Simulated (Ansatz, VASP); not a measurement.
SiO2 in VASP and in Ansatz

Contents of INCAR:

```
  PREC = Accurate
  ENCUT = 520
  EDIFF = 1E-7
  ISMEAR = -1
  SIGMA = 0.02
  LREAL = False
  LASPH = True
  NELM = 100
  ALGO = Normal
  ISIF = 2
  LWAVE = False
  LCHARG = True
  GGA = PE
  LELF = True
  LVHAR = True
  NBANDS = 15
```

File KPOINTS:

```
regular mesh
0
Gamma
  10 10 10
```

POSCAR

```
SiO2
1.0
    0.0000000000      2.2641691115      2.2641691115
    2.2874900533      0.0000000000      2.2641691115
    2.2874900533      2.2641691115      0.0000000000
Si O
1 2
Direct
    0.0000000000      0.0000000000      0.0000000000
    0.2500000000      0.2500000000      0.2500000000
    0.7500000000      0.7500000000      0.7500000000
```

Input for Ansatz:

```yaml
crystal:
  lattice:
    - [0.0, 2.2641691115, 2.2641691115]
    - [2.2874900533, 0.0, 2.2641691115]
    - [2.2874900533, 2.2641691115, 0.0]
  atoms:
    - { symbol: Si, position: [0.0, 0.0, 0.0] }
    - { symbol: O, position: [0.25, 0.25, 0.25] }
    - { symbol: O, position: [0.75, 0.75, 0.75] }
kpoints:
  mp_grid: { grid: [10, 10, 10] }
  band_path:
    path:
      - [0.0, 0.0, 0.0]
      - [0.5, 0.0, 0.5]
      - [0.625, 0.25, 0.625]
      - [0.375, 0.375, 0.75]
      - [0.5, 0.5, 0.5]
      - [0.5, 0.25, 0.75]
    npoints: 1
hamiltonian:
  xc: pbe
scf:
  occupations: { method: fermi_dirac, width: 0.02 }
  n_extra_bands: 4
output:
  forces: true
  stress: true
  eigenvalues: true
```

Change from the starting cell: uniaxial_x strain +1.0%.

Alike in both runs: task single point; functional PBE; k mesh 10 × 10 × 10; occupations fermi-dirac, width 0.02 eV; no spin polarisation.

```csv
,VASP,Ansatz
version,VASP 6.6.1,Ansatz 0.2.0
potentials or method,"VASP PAW PBE potentials, release 64 (Si, O)","plane waves, PAW"
plane-wave cutoff (eV),520,420
valence electrons in the cell,16,16
```

Ansatz gave:

```
gap on the k mesh at the Fermi level (eV)       : 1.96
pressure (GPa)                                  : 6.9
largest component of the traceless stress (GPa) : 7.21
```

**Question.** Estimate VASP's values.

**Answer.** gap on the k mesh at the Fermi level (eV): 1.94; pressure (GPa): 7.3; largest component of the traceless stress (GPa): 7.21.

A k mesh can miss the band edges.
